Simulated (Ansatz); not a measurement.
## Sb: enthalpy against pressure

Sb, P6_3/mmc, a = 3.358 Å, c = 5.546 Å. This isn't the element's structure at ambient conditions. Ansatz: r2SCAN, PAW, 500 eV, Γ-centred 12×12×8 mesh on 2 atoms, Gaussian smearing 0.10 eV; no spin polarisation. Cell and atoms are relaxed at each pressure, and no other structure is tried, so the rows at high pressure may lie past a change of phase. y is the enthalpy over the state at zero pressure; there V0 = 27.085 Å³/atom. The pressures are the targets, met within 0.02 GPa.

| P (GPa) | y (eV/atom) |
| --- | --- |
| -1.0 | -0.1704 |
| 0.0 | 0.0000 |
| 1.0 | 0.1678 |
| 4.0 | 0.6574 |
| 12.0 | 1.8837 |
| 25.0 | 3.7012 |
| 50.0 | ? |
| 90.0 | 11.2544 |

**Question.** Fit y = c1 P + c2 P² + c3 P³ to the other rows, say what c1 and c2 mean, and predict the missing value.

**Answer.** Least squares on the rows shown. y = 0.16701 P − 0.00087201 P² + 4.5092×10⁻⁶ P³. Since dH/dP = V, c1 is V0: 0.16701 eV/GPa × 160.2 = 26.755 Å³ against 27.085; c2 = −V0/(2B0) gives B0 = 96 GPa, where a Birch–Murnaghan fit to the volumes of the same runs (not shown) gives 64 GPa: a cubic over this range folds the higher terms into c2. Above P = −c2/(3 c3) = 64 GPa the cubic's slope, the volume, would rise with pressure, so the form fails there. At P = 50.0 the fit asked for gives 6.7341 eV/atom. The run gave 6.8333 eV/atom, so the fit is 0.0992 eV/atom too low, 0.87 % of the span of the series, against an rms of 0.0021 eV/atom on the fitted rows. With a term in P⁴ added, a fit to the same known rows predicts 6.9105 eV/atom, a smaller miss on the other side.

The mesh isn't the same in all rows (12×12×8, 18×18×8, 18×18×10).